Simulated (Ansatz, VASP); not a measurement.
**One calculation of Ti, two programs**

```xyz
5
Lattice="2.6628 -2.6621 0.0000 2.6628 2.6621 0.0000 0.0000 0.0000 6.8531" Properties=species:S:1:pos:R:3 pbc="T T T"
Ti    1.3314   -1.3310    2.0590
Ti    1.3314    1.3310    4.7940
Ti    1.3314    1.3310    2.0590
Ti    1.3314   -1.3310    4.7940
Ti    0.0000    0.0000    0.0000
```

Alike in both runs: functional PBE; k mesh 10 × 10 × 6; occupations gaussian, width 0.1 eV; no spin polarisation.

Ansatz relaxed the structure, and its values are those at the end. VASP's run is a single point on that final structure, the one shown.

|  | VASP | Ansatz |
| --- | --- | --- |
| version | VASP 6.6.1 | Ansatz 0.2.0 |
| potentials or method | VASP PAW PBE potentials, release 64 (Ti_sv) | scalar-relativistic, plane waves, PAW |
| plane-wave cutoff (eV) | 520 | 420 |
| valence electrons in the cell | 60 | 60 |

|  | VASP | Ansatz | Ansatz less VASP |
| --- | --- | --- | --- |
| gap on the k mesh at the Fermi level (eV) | none | none | - |
| pressure (GPa) | -0.2 | 0.0 | +0.22 |

A gap of «none» marks a metal or a gap that the smearing closes.
